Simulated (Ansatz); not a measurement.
**What moves the field gradients of TiO₂?**

Cell of run 1: an entry of the Crystallography Open Database (COD; perhaps a calculated or model structure), atoms as given.

Space group P3_121 (No. 152); a = 5.2910, c = 6.1330 Å, γ = 120.00°.

```
site  Wyckoff  site symmetry       x       y       z
  Ti       3a            .2.  0.4530  0.0000  0.3333
   O       6c              1  0.4080  0.3030  0.2150
```

One atom of each set is listed.

Relaxed positions (PBE, cell held):

Ti (0.4532, 0.0000, 0.3333)
O (0.4080, 0.2957, 0.2300)

All runs are DFT with Ansatz 0.2.0 (plane waves and PAW, scalar-relativistic unless spin–orbit coupling is named, Γ-centred meshes, Fermi–Dirac smearing where given) in this cell.

Run 1: PBE, atoms as given; 420 eV, 6×6×5 k-points, smearing 0.01 eV.
Run 2: r2SCAN, atoms as given; 500 eV, 6×6×5 k-points, smearing 0.01 eV.
Run 3: PBE, atoms relaxed; 420 eV, 6×6×5 k-points, smearing 0.01 eV.
Run 4: r2SCAN, at the relaxed atoms; 500 eV, 6×6×5 k-points, smearing 0.01 eV.
Run 5: r2SCAN, atoms relaxed; 500 eV, 6×6×5 k-points, smearing 0.01 eV.

```tsv
run	Ti V_zz (η)	O V_zz (η)
1	-3.90 (0.73)	1.68 (0.71)
2	-3.81 (0.72)	1.68 (0.78)
3	?	?
4	-2.31 (0.07)	1.62 (0.21)
5	-2.29 (0.08)	1.55 (0.19)
```

V_zz in 10²¹ V/m².

(1) Estimate the row of run 3.

## Answers

(1) Ti: -2.35 (0.06); O: 1.56 (0.19). It lies nearest to run 4, from whose tensors on these sites it differs by 0.07 at most (largest principal value of the difference, on O). Taken one at a time, the positions of the atoms (as given or relaxed) move the tensors on these sites by up to 3.04 (largest principal value of the change, on Ti), the functional (r2SCAN with its higher cutoff) by 0.12 (Ti).

In runs 1, 2 the atoms aren't at the calculated equilibrium (largest force 2.2, 2.2 eV/Å). The cell isn't the equilibrium one in run 1 (calculated pressure 7 GPa, with larger principal stresses), and the entry's cell may itself be off.
